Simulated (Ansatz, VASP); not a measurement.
## Mn in VASP and in Ansatz

The input INCAR:

```
PREC = Accurate
ENCUT = 520
EDIFF = 1E-7
ISMEAR = 0
SIGMA = 0.1
LREAL = F
LASPH = T
NELM = 100
ALGO = Normal
ISIF = 2
LWAVE = F
LCHARG = F
GGA = PE
NBANDS = 20
```

KPOINTS

```
regular mesh
0
Gamma
  18 18 10
```

File POSCAR:

```
Mn
1.0
    2.6150930802      0.0000000000      0.0000000000
   -1.3075465401      2.2647370407      0.0000000000
    0.0000000000      0.0000000000      4.2440196114
Mn
2
Direct
    0.3333333300      0.6666666700      0.2500000000
    0.6666666700      0.3333333300      0.7500000000
```

Input for Ansatz:

```yaml
crystal:
  lattice:
    - [2.6150930802, 0.0, 0.0]
    - [-1.3075465401, 2.2647370407, 0.0]
    - [0.0, 0.0, 4.2440196114]
  atoms:
    - { symbol: Mn, position: [0.33333333, 0.66666667, 0.25] }
    - { symbol: Mn, position: [0.66666667, 0.33333333, 0.75] }
basis:
  ecutwfc: 420
kpoints:
  mp_grid: { grid: [18, 18, 10] }
hamiltonian:
  xc: pbe
scf:
  occupations: { method: gaussian, width: 0.1 }
output:
  forces: true
  stress: true
  eigenvalues: true
```

Alike in both runs: task single point; functional PBE; k mesh 18 × 18 × 10; occupations gaussian, width 0.1 eV; no spin polarisation.

|  | VASP | Ansatz |
| --- | --- | --- |
| version | VASP 6.6.1 | Ansatz 0.2.0 |
| potentials or method | VASP PAW PBE potentials, release 64 (Mn_pv) | scalar-relativistic, plane waves, PAW |
| plane-wave cutoff (eV) | 520 | 420 |
| valence electrons in the cell | 26 | 30 |

|  | VASP | Ansatz | Ansatz less VASP |
| --- | --- | --- | --- |
| gap on the k mesh at the Fermi level (eV) | none | none | - |
| pressure (GPa) | -31.4 | -31.6 | -0.16 |
| largest component of the traceless stress (GPa) | 0.56 | 0.46 | -0.097 |

A gap of «none» marks a metal or a gap that the smearing closes. The two sets of potentials don't hold the same shells in valence.

Caveats: the cell as given lies far from equilibrium; so large a pressure means that the cell lies far from this level's equilibrium, or that cutoff or potentials fall short (VASP); the run has no spin polarisation, though such a crystal can be magnetic. Spin polarisation is off, so any magnetic state and its effect on volume and gap are missing.
